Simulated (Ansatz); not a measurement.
LiCl (Fm-3m), two-dimensional strain map

Computed with Ansatz 0.2.0, DFT r2SCAN, scalar-relativistic, plane waves, PAW. Settings: plane waves to 500 eV, k-mesh 8×8×8 (Γ-centred), Gaussian smearing 0.05 eV. No spin polarisation. Energies are free energies at this smearing, counted from the undisturbed cell; pressure is positive in compression.

Reference structure (as given, not relaxed at this level; it stands at -0.3 GPa):

```
Li Cl
1.0
     0.00000    2.56476    2.56476
     2.56476    0.00000    2.56476
     2.56476    2.56476    0.00000
Li Cl
1 1
Direct
  0.00000 0.00000 0.00000
  0.50000 0.50000 0.50000
```

The cell is strained by p along both x and y and by q along z, fractional coordinates fixed. Points are written (p, q).

Energy above the undisturbed cell in meV/atom (a dash: not computed):

```csv
p \ q,-0.050,-0.025,0.000,0.025,0.050
-0.050,41.9,29.0,21.8,18.9,19.1
-0.025,17.7,8.1,4.0,3.8,6.6
0.000,7.6,1.2,0.0,2.6,7.9
0.025,8.1,4.8,?,11.8,19.7
0.050,16.4,?,?,28.7,?
```

**Question.** Fill in the withheld energies.

**Answer.** (0.025, 0.000): 6.5; (0.050, -0.025): 16.2; (0.050, 0.000): 20.8; (0.050, 0.050): 39.0.